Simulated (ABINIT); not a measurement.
The system is Sn.

```
CELL_PARAMETERS angstrom
0.00000 3.23334 3.23334
3.23334 0.00000 3.23334
3.23334 3.23334 0.00000
ATOMIC_POSITIONS crystal
Sn 0.75000 0.75000 0.75000
Sn 0.50000 0.50000 0.50000
```

This isn't the form of Sn at room conditions, which is tetragonal (white tin).

* Program: ABINIT 10.8.3 (patched build)
* Task: single point
* Functional: PBE
* Potentials or basis: JTH PAW PBE v2.0
* Cutoff: 599 eV
* k mesh: 7 × 7 × 7
* Occupations: fermi-dirac, width 0.05 eV
* Spin: no spin polarisation

On this cell: pressure 3.8 GPa; largest force zero by symmetry; band gap on the k mesh none (metal or under the smearing width).

The same run follows on a disturbed copy (atoms moved at random, drawn with an rms of 0.05 Å):

```
Sn
1.0
     0.00000    3.23334    3.23334
     3.23334    0.00000    3.23334
     3.23334    3.23334    0.00000
Sn
2
Cartesian
  4.9199 4.8950 4.8835
  3.2625 3.2161 3.2452
```

Question: What does the disturbed cell give?

Answer: The energy (extrapolated to zero smearing) moves by +11.8 meV/atom; pressure 3.9 GPa; largest force 0.586 eV/Å; band gap on the k mesh none (metal or under the smearing width).

Forces on the atoms (eV/Å):
```
Sn  -0.307 -0.483 -0.125
Sn   0.307  0.483  0.125
```

Stress tensor (GPa, compression positive):
```
 3.94 -0.46 -1.51
-0.46  3.88 -0.97
-1.51 -0.97  3.97
```
